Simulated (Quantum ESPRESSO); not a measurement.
AgCl (Chlorargyrite) in Quantum ESPRESSO: the effect of functional

The system is AgCl (Chlorargyrite).

```
Ag Cl
1.0
     0.00000    2.73500    2.73500
     2.73500    0.00000    2.73500
     2.73500    2.73500    0.00000
Ag Cl
1 1
Direct
  0.00000 0.00000 0.00000
  0.50000 0.50000 0.50000
```

Alike in all runs:

```yaml
Program: Quantum ESPRESSO 7.5
Task: dielectric tensor
k_mesh: 6 × 6 × 6, shifted
Occupations: fermi-dirac, width 0.05 eV
Spin: no spin polarisation
```

| functional | potentials or basis | cutoff | pressure (GPa) | dielectric constant (mean) |
| --- | --- | --- | --- | --- |
| LDA | PseudoDojo 0.4.1 SR LDA standard | 1170 eV | -3.8 | 5.62 |
| PBE | PseudoDojo 0.4.1 SR PBE standard | 1116 eV | ? | ? |
| PBEsol | PseudoDojo 0.4.1 SR PBEsol standard | 1116 eV | -0.8 | 5.47 |
| WC | PseudoDojo 0.4.1 SR PBE standard | 1116 eV | -0.7 | 5.49 |
| BLYP | PseudoDojo 0.4.1 SR PBE standard | 1116 eV | 8.1 | 5.16 |
| AM05 | PseudoDojo 0.4.1 SR PBE standard | 1116 eV | 0.3 | 5.37 |

Task: What does the run with functional PBE give?

Result: Pressure 3.8 GPa; dielectric constant 5.23 mean.

Caveats: the cell is more than 3 GPa from zero pressure, which shifts response properties (some runs); the potentials were made for another functional, which shifts forces and pressure (some runs).
